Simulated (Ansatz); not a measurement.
Runs of Ansatz 0.2.0 on Ag. It takes space group Im-3m (No. 229, cubic). The conventional cell has a = 3.311 Å, b = 3.311 Å, c = 3.311 Å, α = 90.00°, β = 90.00°, γ = 90.00°. Around Ag (site symmetry m-3m) lie 8 Ag at 2.87 Å. This isn't the form of Ag at room conditions, which is fcc.

```csv
task,level,cell,points for each segment of the path,gap on the mesh (eV),pressure (GPa),relaxed volume (Å³/atom)
band structure,revPBE,as given,14,none,(a),-
relaxation of cell and atoms,revPBE,relaxed,-,none,0.0,18.58
relaxation of cell and atoms,PBEsol,relaxed,-,none,0.0,16.79
relaxation of cell and atoms,LDA,relaxed,-,none,0.0,(b)
band structure,PBEsol,as given,14,none,-7.3,-
```

Alike in all rows: potentials or basis Ansatz PAW; no spin polarisation; k mesh 11 × 11 × 11; cutoff (eV) 420; smearing fermi-dirac 0.05 eV.

Question: Estimate the missing entries.

Answer: (a) 1.9; (b) 16.13.

Caveats: the PAW data sets come from PBE, with cores solved anew for the run's functional, which leaves a small shift of forces and pressure; the plane-wave basis is chosen anew once the cell has moved, so the energies of steps on either side of that aren't comparable (some runs).

A k mesh can miss the band edges, and the runs leave out spin-orbit coupling on Ag.

A gap of «none» marks a metal or a gap under the smearing width.

Runs at the PBE level aren't shown here.
